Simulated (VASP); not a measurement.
Runs of VASP 6.6.1 on W. Symmetry: Fm-3m, No. 225, cubic system. Conventional cell: a = 4.060 Å, b = 4.060 Å, c = 4.060 Å, α = 90.00°, β = 90.00°, γ = 90.00°. W (site symmetry m-3m) is surrounded by 12 W at 2.87 Å. This isn't the form of W at room conditions, which is bcc.

```tsv
level	gap on the mesh (eV)	pressure (GPa)	relaxed volume (Å³/atom)
SCAN	none	0.1	(b)
r2SCAN	none	-0.1	16.25
RPBE	none	0.0	16.67
PBEsol	none	0.0	(a)
revPBE	none	0.0	16.62
vdW-DF-cx	none	0.0	(c)
rev-vdW-DF2	none	0.0	16.27
PBE	none	0.0	16.47
```

Alike in all rows: task relaxation of cell and atoms; potentials or basis VASP PAW PBE potentials, release 64 (W_sv); no spin polarisation; cell relaxed; k mesh 11 × 11 × 11; cutoff (eV) 600; smearing fermi-dirac 0.05 eV.

Question: Estimate the missing entries.

Answer: (a) 16.03; (b) 15.91; (c) 16.10.

Caveats: the PAW data sets were made with another functional, which shifts forces and pressure a little (some runs).

A k mesh can miss the band edges, and the runs leave out spin-orbit coupling on W.

A gap of «none» marks a metal or a gap under the smearing width.
